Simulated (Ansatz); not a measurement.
The system is Te2Mo.

```
Te Mo
1.0
     6.33000    0.00000    0.00000
     0.00000    3.46900    0.00000
    -0.94679    0.00000   13.82762
Te Mo
8 4
Direct
  0.94370 0.75000 0.60450
  0.05630 0.25000 0.39550
  0.90300 0.25000 0.85140
  0.09700 0.75000 0.14860
  0.41120 0.75000 0.89550
  0.58880 0.25000 0.10450
  0.44320 0.25000 0.64840
  0.55680 0.75000 0.35160
  0.81670 0.75000 0.99260
  0.18330 0.25000 0.00740
  0.68190 0.25000 0.49340
  0.31810 0.75000 0.50660
```

```yaml
Program: Ansatz 0.2.0
Task: relaxation of cell and atoms
Functional: PBEsol
Potentials_or_basis: Ansatz PAW
Cutoff: "420 eV (not typed: the program's choice for these potentials)"
k_mesh: 3 × 6 × 2
Occupations: fermi-dirac, width 0.05 eV
Spin: no spin polarisation
```

At the start: volume 25.30 Å³/atom.

Question: Where does the relaxation end?

Answer: It ends after 5 steps and the volume is 24.98 Å³/atom (-1.3 %); space group P2_1/m (No. 11, to 0.05 Å).

Step by step:
| step | energy change (eV) | largest force (eV/Å) | volume (Å³) |
| --- | --- | --- | --- |
| 1 | 0.0000 | 0.2575 | 303.64 |
| 2 | -0.0296 | 0.0257 | 299.39 |
| 3 | -0.0300 | 0.0127 | 299.59 |
| 4 | -0.0301 | 0.0088 | 299.72 |
| 5 | -0.0294 | 0.0088 | 299.72 |

Final structure:
```cif
data_structure
_symmetry_space_group_name_H-M 'P 1'
_symmetry_Int_Tables_number 1
_cell_length_a 6.3156
_cell_length_b 3.4329
_cell_length_c 13.8575
_cell_angle_alpha 90.000
_cell_angle_beta 93.957
_cell_angle_gamma 90.000
_cell_volume 299.72
loop_
_atom_site_label
_atom_site_type_symbol
_atom_site_fract_x
_atom_site_fract_y
_atom_site_fract_z
_atom_site_occupancy
Te1 Te 0.94650 0.75000 0.60391 1
Te2 Te 0.05350 0.25000 0.39609 1
Te3 Te 0.90103 0.25000 0.85120 1
Te4 Te 0.09897 0.75000 0.14880 1
Te5 Te 0.41320 0.75000 0.89640 1
Te6 Te 0.58680 0.25000 0.10360 1
Te7 Te 0.44245 0.25000 0.64843 1
Te8 Te 0.55755 0.75000 0.35157 1
Mo1 Mo 0.81841 0.75000 0.99306 1
Mo2 Mo 0.18159 0.25000 0.00694 1
Mo3 Mo 0.68001 0.25000 0.49379 1
Mo4 Mo 0.31999 0.75000 0.50621 1
```

Caveat: the plane-wave basis is chosen anew once the cell has moved, so the energies of steps on either side of that aren't comparable; the PAW data sets come from PBE, with cores solved anew for the run's functional, which leaves a small shift of forces and pressure.
